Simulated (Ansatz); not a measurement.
# Zn (Im-3m) in Ansatz: a series of runs

One crystal, Zn, is run at these levels: LDA, BLYP, PBEsol; tasks: density of states, projected density of states.

All numbers are computed with Ansatz 0.2.0; they aren't measurements. Logs are shortened: lines on timing, memory, paths and dates and some standing lists are left out, and cuts for length are marked.

## 1. Starting point

It takes space group Im-3m (No. 229, cubic). The conventional cell has a = 3.138 Å, b = 3.138 Å, c = 3.138 Å, α = 90.00°, β = 90.00°, γ = 90.00°. Around Zn (site symmetry m-3m) lie 8 Zn at 2.72 Å.

This isn't the form of Zn at room conditions, which is hcp.

## 2. Density of states, LDA

File input.yaml:

```yaml
crystal:
  lattice:
    - [-1.569037, 1.569037, 1.569037]
    - [1.569037, -1.569037, 1.569037]
    - [1.569037, 1.569037, -1.569037]
  atoms:
    - { symbol: Zn, position: [0.0, 0.0, 0.0] }
hamiltonian:
  xc: lda
  pseudopotentials: { kind: paw, xc_functional: lda, accuracy: standard }
kpoints:
  mp_grid: { grid: [12, 12, 12] }
scf:
  occupations: { method: cold, width: 0.05 }
  n_extra_bands: 6
output:
  forces: true
  stress: true
  eigenvalues: true
  dos: { projected: false, de: 0.05, nscf_kmesh: { grid: [18, 18, 18] } }
```

Potentials or basis: JTH PAW LDA.

Run with:

```bash
$ ansatz run input.yaml --threads 2 --pin off --max-ram 5120MiB --backend cpu --events-out ev --progress --plain --runs-dir out
```

Standard output:

```text
Warning: the checks of this Zn dataset prove no rule for summing its radial tables, as where they were carried onto another mesh than they were made on, and Gregory's rule is taken, under which a leading mesh point left out moves its sums only by what lay on the interval it spanned. That does not make them correct, and they differ from Quantum ESPRESSO's on this file; a re-export a fraction of a mesh step off can move them. hamiltonian.pseudopotentials.radial_quadrature: simpson_from_first_knot sums it by `pw.x`'s rule; on a PAW file no value gives `pw.x`'s numbers. What more to know: hamiltonian.pseudopotentials.radial_quadrature, in the input reference
Warning: RAYON_NUM_THREADS=2 ignored (pool sized by the plan → 2); use --threads N
scf.n_extra_bands = 6 over 6 filled bands (N_el = 12.0): the run solves 12 bands
Engine: ansatz 0.2.0, aarch64-unknown-linux-gnu
Pseudopotentials: kind: paw
Pseudopotential: Zn, paw, valence charge 12, recommended cutoff 960 eV (normal), Zn.paw.azcp
Functional definition: SPW92
  exchange = slater_x
  correlation = pw_c
Crystal: 1 atoms, lattice volume = 15.451 Å³
Basis set: ecut = 960 eV, 1055 PW (Γ)
Bands: 12, of which v1, the nominal top of the filled ones, is band 6 counted from 1 (5 counted from 0)
Symmetry: 48 space group operations
Space group: Im-3m (ITA 229), of the structure as read, at distance tolerance 2.5e-5 Å
k-points: 72 of 1728
Non-local potential: Zn, projectors of the file, l = 0: 2, l = 1: 2, l = 2: 2
PAW form: compensated (Kresse and Joubert's): semilocal exchange-correlation on the pseudo side sees the compensation charge
PAW one-centre angular grid: Zn, 590 points (default); XC on 93 of its mesh's 901 points in the sphere
Initial density: superposition of atomic densities (chi_scale 0.1, normalization cell)
Initial wavefunctions: pseudopotential atomic-orbital guess
Functional: x = slater, c = lda
SCF iter   1: F=—  HF=-3244.987205 eV  |F-HF|=—  |Δ(HF+E_count)|=         —  Δρ=4.41e-2  dr2=3.06e-1  ethr=3.10e-3  ⟨swp⟩=9.3  Hψ=8339  notcnv=0  defer=4
preconditioner: auto → none  [insulator: Δε(μ)=0.076 eV  Ē_g=20.250 eV  σ=0.050 eV  W_gap=0.59  n_scr=0 (ndim 8)  ℏωp=32.7 eV  f_vac=0.000  D(μ)=0.86/eV (n_scr^D=12)  ε∞_Penn≈3.6]
SCF iter   2: F=—  HF=-3244.913426 eV  |F-HF|=—  |Δ(HF+E_count)|=   7.38e-2  S|Δr|=    0.00e0  Δρ=2.13e-2  dr2=2.93e-2  ethr=2.55e-3  ⟨swp⟩=3.8  Hψ=2495  notcnv=0  defer=93
SCF iter   3: F=—  HF=-3244.875641 eV  |F-HF|=—  |Δ(HF+E_count)|=   3.78e-2  S|Δr|=    0.00e0  Δρ=7.49e-3  dr2=8.96e-3  ethr=2.44e-4  ⟨swp⟩=3.4  Hψ=2442  notcnv=0  defer=98
SCF iter   4: F=—  HF=-3244.871248 eV  |F-HF|=—  |Δ(HF+E_count)|=   4.39e-3  S|Δr|=    0.00e0  Δρ=9.61e-4  dr2=1.42e-4  ethr=7.47e-5  ⟨swp⟩=2.0  Hψ=1062  notcnv=0  defer=98
SCF iter   5: F=—  HF=-3244.871230 eV  |F-HF|=—  |Δ(HF+E_count)|=   1.81e-5  S|Δr|=    0.00e0  Δρ=7.23e-5  dr2=2.22e-7  ethr=1.18e-6  ⟨swp⟩=2.9  Hψ=1309  notcnv=0  defer=98
SCF iter   6: F=—  HF=-3244.871232 eV  |F-HF|=—  |Δ(HF+E_count)|=   1.79e-6  S|Δr|=    0.00e0  Δρ=1.43e-5  dr2=2.66e-8  ethr=8.33e-10  ⟨swp⟩=17.3  Hψ=8376  notcnv=0
SCF iter   7: F=-3244.871232 eV  HF=-3244.871232 eV  |F-HF|=1.40e-9  |Δ(HF+E_count)|=   1.51e-8  S|Δr|=    0.00e0  Δρ=2.33e-6  dr2=6.69e-10  ethr=2.21e-10  ⟨swp⟩=3.9  Hψ=3236  notcnv=0
SCF 1 converged in 7 iterations: F = -3244.871232 eV  dr2 = 6.69e-10
NSCF: frozen V_eff on 195 k-points
SCF converged after 7 iterations
Stability not checked: this state was not tested for a lower state beside it, because cold or Methfessel-Paxton smearing, or corrected tetrahedra, fill the levels in a way that the test cannot read (fill_not_monotonic; see scf.lower_state_search)
Free energy (F): -3244.871232 eV
Harris-Foulkes:  -3244.871232 eV  (|F-HF|=1.40e-9)
Internal energy: -3244.871154 eV  (E = F + TS)
E sigma→0 (E₀):  -3244.871206 eV
Entropy (-TS):   -0.000078 eV (-0.078 meV/atom)
Fermi energy:    12.007870 eV
--- Per-component energies (eV) ---
  E_band       = 60.872418
  E_kinetic    = 179.276503
  E_local      = -1394.126285  (includes V_loc(G=0)·N_el)
  E_nonlocal   = 394.461589
  E_hartree    = 380.638795
  E_xc         = -212.491795
  E_vxc        = -272.758426  (∫ρ·V_xc dr)
  E_paw        = -1390.279652  (= ΣΔE_a)
  E_vpaw       = 392.740465  (= ΣTr[D̂ρ^β])
  E_aug_tail   = 0.000032  (compensation charges beyond the density's cutoff)
  E_ewald      = -1202.350342
  E_smearing   = -0.000078  (= −TS)
  E_closure    = -0.000000  (closes the sum)
  Σ components = -3244.871232   (vs F -3244.871232, Δ=0.00e0)
--- Forces (eV/Å), atoms counted from 1 ---
  atom   1  Zn    -0.00000000     0.00000000     0.00000000
  max |Σ_I F_I| component: 1.25e-30 eV/Å
--- Stress (GPa, compression-positive) ---
       -8.408080       0.000000       0.000000
        0.000000      -8.408080       0.000000
        0.000000       0.000000      -8.408080
  P = ⅓ Tr σ = -8.4081 GPa (-84.081 kbar)
--- Band table (eV; the first three rows and the last of 72) ---
  k-point 0: bands = ["1.7532", "4.3045", "4.3045", "4.3045", "4.8097", "4.8097", "30.7530", "30.7530", "30.7530", "32.6274", "32.6274", "32.6274"]
  k-point 1: bands = ["1.9714", "4.2843", "4.3098", "4.3558", "4.7910", "4.8109", "28.1234", "29.3948", "29.9088", "31.2937", "31.2991", "32.3719"]
  k-point 2: bands = ["2.5972", "4.2292", "4.3402", "4.4989", "4.7550", "4.8149", "24.0092", "27.4059", "28.2391", "29.8404", "30.3654", "32.9414"]
  k-point 71: bands = ["3.7674", "3.7674", "5.0612", "5.0612", "5.0612", "16.2106", "16.2106", "16.2106", "19.3035", "20.7548", "20.7548", "44.1003"]
```

It took 3 s on 2 threads of Arm Neoverse V1, shared host; peak memory 0.29 GiB.

What came out:

* Free energy: -3244.8712 eV
* Pressure: -8.4 GPa
* Band gap on the k mesh: none (metal or under the smearing width)
* Density of states at the Fermi level: 0.32 states/eV per cell

States per cell in windows of 0.5 eV (zero at the Fermi level; states under -8 eV left out):
```
from (eV)  total
     -8.0   3.20
     -7.5   4.61
     -7.0   0.24
     -6.5   0.11
     -6.0   0.11
     -5.5   0.11
     -5.0   0.11
     -4.5   0.12
     -4.0   0.12
     -3.5   0.13
     -3.0   0.15
     -2.5   0.15
     -2.0   0.13
     -1.5   0.11
     -1.0   0.12
     -0.5   0.16
      0.0   0.16
      0.5   0.17
      1.0   0.18
      1.5   0.18
      2.0   0.18
      2.5   0.18
      3.0   0.19
      3.5   0.20
      4.0   0.21
      4.5   0.21
      5.0   0.21
      5.5   0.20
      6.0   0.20
      6.5   0.19
      7.0   0.19
      7.5   0.19
```

## 3. Projected density of states, BLYP

File run.py:

```python
import json

import ase.io
import numpy as np

import ansatz as az

atoms = ase.io.read("POSCAR", format="vasp")

calculation = (
    az.Crystal.from_ase(atoms)
    .calculation()
    .basis(xc_grid=1)
    .kpoints(12, 12, 12)
    .functional("blyp")
    .pseudopotentials(kind="nc", accuracy="standard")
    .scf(extra_bands=6, tolerance=1e-05)
    .occupations(method="tetrahedron")
    .density_of_states(energy_step=0.05, projected=True, nscf_kmesh=(18, 18, 18))
    .forces()
    .stress()
)
outcome = calculation.run(threads=2, events_out="events.jsonl")

report = outcome.report
for line in open("events.jsonl"):
    event = json.loads(line)
    if event["event"] == "scf_iter":
        d = event["data"]
        print(f"SCF {d['iter']:3d}  HF = {d['harris_foulkes_ev']:.6f} eV  dr2 = {d['dr2_ev']:.2e} eV")
    elif event["event"] in ("relax_step", "md_step"):
        d = event["data"]
        print(f"{event['event']} {d['step']:3d}  E = {d['lagrangian_ev']:.6f} eV")
np.set_printoptions(precision=5, suppress=True, linewidth=110)
print("converged:", report["converged"], "after", report["n_iterations"], "iterations")
print(f"free energy {report['free_energy_ev']:.6f} eV, Fermi level {report['fermi_energy_ev']:.4f} eV")
for key in ("band_edges_ev", "magnetization_mub", "site_moments_mub", "site_moments_nc_mub", "forces_ev_ang",
                "stress_gpa"):
    if report.get(key) is not None:
        print(key, np.array(report[key]), sep="\n")
```

File POSCAR:

```
Zn
1.0
   -1.5690370000      1.5690370000      1.5690370000
    1.5690370000     -1.5690370000      1.5690370000
    1.5690370000      1.5690370000     -1.5690370000
Zn
1
Direct
    0.0000000000      0.0000000000      0.0000000000
```

Potentials or basis: PseudoDojo standard.

Run with:

```bash
$ python run.py
```

Standard output:

```text
DeckWarning: output.forces, output.stress, relax.cell or npt_langevin: where a Kohn–Sham band that disperses or a degenerate level is filled in part under the method tetrahedron, the forces or the stress that this run publishes need not agree with its energy (scf.occupations.method in the input reference, under Limitations); prefer a smearing scheme for the forces or the stress
DeckWarning: basis.ecutwfc = 1142.878222 eV, auto-derived from the records' recommended cutoffs: set by Zn (normal level)
DeckWarning: scf.convergence.dr2_threshold = 1e-5 eV is looser than this run's default, which is 1e-7 eV or tighter. The error in the forces grows as the threshold's square root, so leave the key out unless less accurate forces are enough
DeckWarning: output.stress: scf.convergence.dr2_threshold = 1e-5 eV is looser than the 1e-10 eV advised for a printed stress (1e-10 eV for each atom of the cell: 1). What an SCF threshold leaves in a stress goes as its square root, and in the free energy as the threshold itself, and one threshold admits the most on a small cell: of the crystals measured, under no hybrid functional and no lock of the moments, on runs that ended wi [...]
PlacementWarning: RAYON_NUM_THREADS=2 ignored (pool sized by the plan → 2); use plan(threads=…)
SCF   1  HF = -5684.331154 eV  dr2 = 3.53e-01 eV
SCF   2  HF = -5684.228686 eV  dr2 = 5.33e-02 eV
SCF   3  HF = -5684.213985 eV  dr2 = 6.92e-03 eV
SCF   4  HF = -5684.213299 eV  dr2 = 1.03e-04 eV
SCF   5  HF = -5684.213357 eV  dr2 = 5.43e-06 eV
converged: True after 5 iterations
free energy -5684.213362 eV, Fermi level 15.2410 eV
magnetization_mub
0.0
forces_ev_ang
[[ 0. -0. -0.]]
stress_gpa
[[ 3.81239  0.      -0.     ]
 [ 0.       3.81239 -0.     ]
 [ 0.       0.       3.81239]]
```

dos.tsv:

```text
# E-E_F[eV]	g_bin_mean(E)[states/eV]	N(E)
# format = ansatz-dos/2
# fermi_ev = 15.192426
# fermi_mp_grid = 18 18 18
# fermi_mp_shift = 0 0 0
# nscf_kmesh_grid = 18 18 18
# nscf_kmesh_shift = 0 0 0
# tetrahedron_fermi_ev = 15.192486
# g_bin_mean(E): the states in a bin one row spacing wide, centred on E, divided by that spacing. States that the method places at a single energy (under output.dos.method: tetrahedron, those of a tetrahedron whose four corners have one energy) are counted whole in the row whose bin holds that energy (on the edge of two bins, in the lower row). The sum of g_bin_mean over a run of rows, times the row spacing, is the number of states from half a spacing under the first of them to half a spacing over the last (a plain sum, not the trapezoid rule).
-127.404980	0.000000e0	0.000000e0
-127.354980	0.000000e0	0.000000e0
-127.304980	0.000000e0	0.000000e0
-127.254980	0.000000e0	0.000000e0
-127.204980	0.000000e0	0.000000e0
-127.154980	0.000000e0	0.000000e0
[... 3195 lines left out ...]
32.645020	0.000000e0	3.200000e1
32.695020	0.000000e0	3.200000e1
```

engine_input.yaml:

```text
crystal:
  lattice:
    - [-1.569037, 1.569037, 1.569037]
    - [1.569037, -1.569037, 1.569037]
    - [1.569037, 1.569037, -1.569037]
  atoms:
    - { symbol: Zn, position: [0.0, 0.0, 0.0] }
basis:
  xc_grid: 1
kpoints:
  mp_grid:
    grid: [12, 12, 12]
hamiltonian:
  xc: blyp
  pseudopotentials:
    kind: nc
    accuracy: standard
scf:
  n_extra_bands: 6
  convergence:
    dr2_threshold: 1.0e-05
  occupations:
    method: tetrahedron
output:
  dos:
    de: 0.05
    projected: true
    nscf_kmesh:
      grid: [18, 18, 18]
  forces: true
  stress: true
```

Run time: 4.8 s. Hardware: 2 threads of Arm Neoverse V1, shared host; peak memory 0.44 GiB.

The run converged, but some of its settings lie outside the range that counts as converged (typed here: scf.convergence.dr2_threshold = 1e-05; basis.xc_grid = 1), so its numbers aren't taken as properties of the crystal.

Results:

* Free energy: -5684.2134 eV
* Pressure: 3.8 GPa
* Band gap on the k mesh: none (metal or under the smearing width)
* Density of states at the Fermi level: 0.33 states/eV per cell

Caveat: the potentials were made for another functional, which shifts forces and pressure; with tetrahedron occupations forces and stress needn't match the slope of the energy; the thresholds are loose for stress.

## 4. Density of states, PBEsol, collinear spin, ferromagnetic start (cell strained at random at fixed volume)

run.py, as its differences from that of step 3:

```diff
@@ -8,2 +8,3 @@
 atoms = ase.io.read("POSCAR", format="vasp")
+atoms.set_initial_magnetic_moments([0.5])
 
@@ -12,11 +13,12 @@
     .calculation()
-    .basis(xc_grid=1)
-    .kpoints(12, 12, 12)
-    .functional("blyp")
-    .pseudopotentials(kind="nc", accuracy="standard")
-    .scf(extra_bands=6, tolerance=1e-05)
-    .occupations(method="tetrahedron")
-    .density_of_states(energy_step=0.05, projected=True, nscf_kmesh=(18, 18, 18))
+    .kpoints(9, 9, 9)
+    .functional("pbesol")
+    .pseudopotentials(kind="nc")
+    .spin("collinear")
+    .scf(extra_bands=6)
+    .occupations(method="fermi_dirac", width=0.1)
+    .density_of_states(energy_step=0.05, projected=False, nscf_kmesh=(14, 14, 14))
     .forces()
     .stress()
+    .band_table(publish=True)
 )
```

File POSCAR:

```
Zn
1.0
   -1.5970610000      1.5771110000      1.5406270000
    1.6263690000     -1.5792960000      1.5721200000
    1.5585090000      1.5407430000     -1.5428120000
Zn
1
Direct
    0.0000000000      0.0000000000      0.0000000000
```

Potentials or basis: Ansatz NC or PseudoDojo by element.

Run with:

```bash
$ python run.py
```

Wall time 50 s (2 threads of Arm Neoverse V1, shared host); peak memory 1.5 GiB.

The run converged. Its results:

```yaml
Free_energy: -5684.7912 eV
Pressure: -5.0 GPa
Band_gap_on_the_k_mesh: none (metal or under the smearing width)
Net_moment: 0.00 μB per cell
Absolute_moment: 0.00 μB per cell
Density_of_states_at_the_Fermi_level: 0.30 states/eV per cell
```

Stress tensor (GPa, compression positive):
```
-4.86 -0.50  0.20
-0.50 -4.89  0.02
 0.20  0.02 -5.22
```

Levels at points of the mesh, in eV from the Fermi level:
Spin up:
```tsv
k point	band 8	band 9	band 10	band 11	band 12	band 13
(0.00, 0.00, 0.00)	-7.68	-7.25	-7.22	18.13	18.67	19.27
```
Spin down:
```
           k point  band 7  band 8  band 9  band 10  band 11  band 12  band 13  band 14
(0.00, 0.00, 0.00)   -7.76   -7.68   -7.25    -7.22    18.13    18.67    19.27    20.22
```

States per cell in windows of 0.5 eV (zero at the Fermi level; states under -8 eV left out):
| from (eV) | up | down |
| --- | --- | --- |
| -8.0 | 1.73 | 1.73 |
| -7.5 | 2.26 | 2.26 |
| -7.0 | 0.54 | 0.54 |
| -6.5 | 0.06 | 0.06 |
| -6.0 | 0.06 | 0.06 |
| -5.5 | 0.06 | 0.06 |
| -5.0 | 0.06 | 0.06 |
| -4.5 | 0.06 | 0.06 |
| -4.0 | 0.06 | 0.06 |
| -3.5 | 0.07 | 0.07 |
| -3.0 | 0.08 | 0.08 |
| -2.5 | 0.07 | 0.07 |
| -2.0 | 0.07 | 0.07 |
| -1.5 | 0.06 | 0.06 |
| -1.0 | 0.06 | 0.06 |
| -0.5 | 0.07 | 0.07 |
| 0.0 | 0.08 | 0.08 |
| 0.5 | 0.08 | 0.08 |
| 1.0 | 0.09 | 0.09 |
| 1.5 | 0.09 | 0.09 |
| 2.0 | 0.09 | 0.09 |
| 2.5 | 0.09 | 0.09 |
| 3.0 | 0.10 | 0.10 |
| 3.5 | 0.10 | 0.10 |
| 4.0 | 0.11 | 0.11 |
| 4.5 | 0.10 | 0.10 |
| 5.0 | 0.10 | 0.10 |
| 5.5 | 0.10 | 0.10 |
| 6.0 | 0.10 | 0.10 |
| 6.5 | 0.10 | 0.10 |
| 7.0 | 0.09 | 0.09 |
| 7.5 | 0.09 | 0.09 |

Caveat: the starting moments weren't kept.
